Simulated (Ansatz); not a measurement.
Input and command of a plane-wave DFT calculation in Ansatz:

```yaml
crystal:
  lattice:
    - [3.3024814803, 0.0, 0.0]
    - [0.0, 3.3024814803, 0.0]
    - [0.0, 0.0, 6.2701136762]
  atoms:
    - { symbol: Hf, position: [0.5, 0.5, 0.5] }
    - { symbol: Hf, position: [0.0, 0.0, 0.0] }
    - { symbol: O, position: [0.0, 0.5, 0.6932520948] }
    - { symbol: O, position: [0.5, 0.0, 0.8067479052] }
    - { symbol: O, position: [0.5, 0.0, 0.3067479052] }
    - { symbol: O, position: [0.0, 0.5, 0.1932520948] }
basis:
  ecutwfc: 420
kpoints:
  mp_grid: { grid: [8, 8, 6] }
hamiltonian:
  xc: pbe
scf:
  occupations: { method: gaussian, width: 0.05 }
output:
  forces: true
  stress: true
  eigenvalues: true
```

```bash
ansatz run input.yaml --threads 1 --pin off --max-ram 2560MiB --backend cpu --events-out ev --progress --plain --runs-dir out
```

Processor: Arm Neoverse V2, 1 thread, on a host shared with other jobs.

**Question.** How long does it run, and how much memory does it take?

**Answer.** About 8 s on 1 thread of Arm Neoverse V2, with other jobs on the host, peak memory 0.41 GiB. It solves 46 bands at 60 k points (the mesh reduced by the symmetry that the task leaves, which can be less than the crystal's) with about 1349 plane waves, in 8 SCF iterations.
